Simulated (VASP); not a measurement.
# Ge8H (a cell with a defect) (Germanium) in VASP: notebook, part 2 of 2

VASP 6.6.1. The steps go on from the part before.

### 3 Single point, PBE

INCAR

```
SYSTEM = Ge8H
PREC     = Accurate       ! precision mode
ENCUT    = 520            ! plane-wave cutoff, eV
EDIFF    = 1E-7           ! SCF threshold, eV
ISMEAR   = 0              ! smearing method
SIGMA    = 0.05           ! smearing width, eV
LREAL    = .FALSE.        ! projectors in reciprocal space
LASPH    = .TRUE.         ! aspherical terms in the spheres
NELM     = 100            ! most SCF steps
ALGO     = Fast           ! electronic algorithm
ISIF     = 2              ! what is computed and relaxed
LWAVE    = .FALSE.        ! write WAVECAR
LCHARG   = .TRUE.         ! write CHGCAR
GGA      = PE             ! functional
LELF     = .TRUE.         ! ELF
LVHAR    = .TRUE.       
NBANDS   = 66             ! bands
```

KPOINTS

```
Automatic mesh
0
G
  4 4 4
  0 0 0
```

POSCAR

```
Ge8H
1.0
    0.0000000000      5.6578200000      5.6578200000
    5.6578200000      0.0000000000      5.6578200000
    2.8289100000      2.8289100000      0.0000000000
Ge H
8 1
Direct
    0.0000000000      0.0000000000      0.0000000000
    0.1250000000      0.1250000000      0.2500000000
    0.0000000000      0.5000000000      0.0000000000
    0.1250000000      0.6250000000      0.2500000000
    0.5000000000      0.0000000000      0.0000000000
    0.6250000000      0.1250000000      0.2500000000
    0.5000000000      0.5000000000      0.0000000000
    0.6250000000      0.6250000000      0.2500000000
    0.0342536525      0.3967116310      0.5690347166
```

Potentials or basis: VASP PAW PBE potentials, release 64 (Ge_d, H).

On the command line:

```
$ cat potpaw_PBE.64/Ge_d/POTCAR potpaw_PBE.64/H/POTCAR > POTCAR
$ mpirun -np 1 vasp_std > vasp.out
```

It took 5.1 min on 1 thread of Intel Xeon Platinum 8488C (Sapphire Rapids), shared host; peak memory 0.45 GiB.

Results (log left out):

```yaml
Free_energy: -37.5844 eV
Pressure: 5.5 GPa
Largest_force: 0.328 eV/Å
Band_gap_on_the_k_mesh: none (metal or under the smearing width)
```

Forces in eV/Å, atoms in the order of the input:
```
Ge   0.228 -0.228  0.062
Ge  -0.108  0.108 -0.105
Ge  -0.074  0.074 -0.216
Ge  -0.126  0.126  0.245
Ge  -0.033  0.033  0.091
Ge   0.026 -0.026 -0.023
Ge  -0.165  0.165 -0.035
Ge   0.141 -0.141 -0.147
H    0.111 -0.111  0.128
```

Stress tensor (GPa, compression positive):
```
 6.38  1.61  0.10
 1.61  6.38 -0.10
 0.10 -0.10  3.78
```

Levels at points of the mesh, in eV from the Fermi level:
```
           k point  band 53  band 54  band 55  band 56  band 57  band 58  band 59  band 60
(0.00, 0.00, 0.00)    -1.60    -1.50    -0.26    -0.26    -0.21    -0.18    -0.06     0.14
(0.50, 0.00, 0.00)    -1.93    -1.22    -1.10    -1.06    -0.96     0.40     0.50     1.23
(0.00, 0.50, 0.00)    -2.43    -1.26    -1.08    -1.06    -0.90     0.43     0.62     1.17
(0.50, 0.50, 0.00)    -2.26    -2.24    -1.80    -1.70    -1.53     0.77     1.22     1.72
(0.00, 0.00, 0.50)    -2.11    -1.65    -1.64    -1.61    -1.12    -0.05     0.17     0.38
(0.50, 0.00, 0.50)    -3.22    -2.67    -2.58    -2.57    -0.82     1.16     1.22     1.25
(0.00, 0.50, 0.50)    -3.03    -2.65    -2.61    -2.57     0.78     1.18     1.21     1.25
(0.50, 0.50, 0.50)    -4.06    -4.04    -1.78    -1.74     1.52     1.72     1.88     3.97
```

Caveat: the k mesh is coarse (spacing up to 0.48 Å⁻¹), so the values aren't converged.

### 4 Single point, PBE

INCAR

```
  PREC = Accurate
  ENCUT = 520
  EDIFF = 1E-6
  ISMEAR = 0
  SIGMA = 0.05
  LREAL = F
  LASPH = T
  NELM = 100
  ALGO = Fast
  ISIF = 2
  LWAVE = F
  LCHARG = F
  GGA = PE
  NBANDS = 66
```

KPOINTS

```
regular mesh
0
Gamma
  4 4 4
```

POSCAR: that of step 3 with these lines changed.

```diff
@@ -16,2 +16,2 @@
     0.6250000000      0.6250000000      0.2500000000
-    0.0342536525      0.3967116310      0.5690347166
+   -0.0342171543      0.4657824922      0.5684346621
```

Potentials or basis: VASP PAW PBE potentials, release 64 (Ge_d, H).

On the command line:

```
$ cat potpaw_PBE.64/Ge_d/POTCAR potpaw_PBE.64/H/POTCAR > POTCAR
$ mpirun -np 1 vasp_std > vasp.out
```

OUTCAR:

```text
PREC = Accurate
   ENCUT = 520
   EDIFF = 1E-6
   ISMEAR = 0
   LREAL = F
   LASPH = T
   NELM = 100
   ISIF = 2
   GGA = PE

 ion  position               nearest neighbor table
   1  0.000  0.000  0.000-   2 2.45   4 2.45   6 2.45   2 2.45
   2  0.125  0.125  0.250-   1 2.45   1 2.45   3 2.45   5 2.45
   3  0.000  0.500  0.000-   2 2.45   4 2.45   8 2.45   4 2.45
   4  0.125  0.625  0.250-   9 1.80   1 2.45   3 2.45   7 2.45   3 2.45
   5  0.500  0.000  0.000-   2 2.45   6 2.45   8 2.45   6 2.45
   6  0.625  0.125  0.250-   5 2.45   1 2.45   5 2.45   7 2.45
   7  0.500  0.500  0.000-   4 2.45   6 2.45   8 2.45   8 2.45
[... 1666 lines left out ...]
  external PRESSURE =      58.7449746 kB  Pullay stress =       0.0000000 kB

 VOLUME and BASIS-vectors are now :
 -----------------------------------------------------------------------------
  energy-cutoff  :      520.00
  volume of cell :      181.11
      direct lattice vectors                 reciprocal lattice vectors
     0.000000000  5.657820000  5.657820000    -0.088373260  0.088373260  0.088373260
     5.657820000  0.000000000  5.657820000     0.088373260 -0.088373260  0.088373260
     2.828910000  2.828910000  0.000000000     0.176746521  0.176746521 -0.176746521

 POSITION                                       TOTAL-FORCE (eV/Angst)
 -----------------------------------------------------------------------------------
      0.00000      0.00000      0.00000         0.232805     -0.232805      0.085396
      1.41446      1.41446      1.41446        -0.167271      0.167271     -0.135360
      2.82891      0.00000      2.82891        -0.000000     -0.000000     -0.540379
      4.24336      1.41446      4.24336        -0.000000     -0.000000      0.611043
      0.00000      2.82891      2.82891        -0.000000     -0.000000      0.086382
      1.41446      4.24336      4.24336        -0.000000     -0.000000     -0.057570
      2.82891      2.82891      5.65782        -0.232805      0.232805      0.085396
      4.24336      4.24336      7.07228         0.167271     -0.167271     -0.135360
      4.24336      7.07228      8.09954        -0.000000     -0.000000      0.000451
 -----------------------------------------------------------------------------------
    total drift:                               -0.004171      0.004171     -0.000048

  FREE ENERGIE OF THE ION-ELECTRON SYSTEM (eV)
  ---------------------------------------------------
  free  energy   TOTEN  =       -37.6221037306 eV

  energy  without entropy=      -37.6193900067  energy(sigma->0) =      -37.62074687
```

stdout:

```text
POSCAR found type information on POSCAR GeH
 POSCAR found :  2 types and       9 ions
 scaLAPACK will be used
 LDA part: xc-table for (Slater+PW92), standard interpolation
 POSCAR, INCAR and KPOINTS ok, starting setup
 FFT: planning ... GRIDC
 FFT: planning ... GRID_SOFT
 FFT: planning ... GRID
 WAVECAR not read
 entering main loop
```

Run time: 3 min. Hardware: 1 thread of Intel Xeon Platinum 8488C (Sapphire Rapids), shared host; peak memory 0.4 GiB.

Results:

```yaml
Free_energy: -37.6221 eV
Pressure: 5.9 GPa
Largest_force: 0.611 eV/Å
Band_gap_on_the_k_mesh: none (metal or under the smearing width)
```

Forces in eV/Å, atoms in the order of the input:
```
Ge   0.233 -0.233  0.085
Ge  -0.167  0.167 -0.135
Ge   0.000  0.000 -0.540
Ge   0.000  0.000  0.611
Ge   0.000  0.000  0.086
Ge   0.000  0.000 -0.058
Ge  -0.233  0.233  0.085
Ge   0.167 -0.167 -0.135
H    0.000  0.000  0.000
```

Levels at points of the mesh, in eV from the Fermi level:
```csv
k point,band 54,band 55,band 56,band 57,band 58,band 59,band 60,band 61
"(0.00, 0.00, 0.00)",-1.65,-0.40,-0.39,-0.36,-0.32,-0.19,0.00,0.38
"(0.50, 0.00, 0.00)",-1.42,-1.22,-1.17,-1.05,0.30,0.39,1.10,2.45
"(0.50, 0.50, 0.00)",-2.38,-2.36,-1.92,-1.81,0.67,1.13,1.62,2.25
"(0.00, 0.00, 0.50)",-1.78,-1.75,-1.74,-1.04,-0.21,0.11,0.24,0.42
"(0.50, 0.00, 0.50)",-2.81,-2.69,-2.68,-0.09,1.01,1.11,1.14,2.86
"(0.50, 0.50, 0.50)",-4.15,-1.89,-1.85,1.48,1.57,1.75,3.94,3.95
```

Caveat: the k mesh is coarse (spacing up to 0.48 Å⁻¹), so the values aren't converged.

### 5 Overview

```tsv
cell	further INCAR settings	gap on the mesh (eV)	pressure (GPa)	largest force (eV/Å)
P2/m, 20.12 Å³/atom	ALGO = Fast; EDIFF = 1e-07; NBANDS = 66	none	4.6	0.21
Pm, 20.12 Å³/atom	ALGO = Fast; EDIFF = 1e-07; NBANDS = 66	none	5.5	0.33
Amm2, 20.12 Å³/atom	ALGO = Fast; EDIFF = 1e-06; NBANDS = 66	none	5.9	0.61
```

Some of these runs hold the atoms at other places in the same cell, which the table doesn't show; runs alike in all that it shows share one row.

Alike in all rows: task single point; level PBE; potentials or basis VASP PAW PBE potentials, release 64 (Ge_d, H); no spin polarisation; k mesh 4 × 4 × 4; cutoff (eV) 520; smearing gaussian 0.05 eV; the mesh is coarse, so values aren't converged.

Caveats: all runs use coarse meshes.

Absolute energies hang on the potentials; compare differences alone.
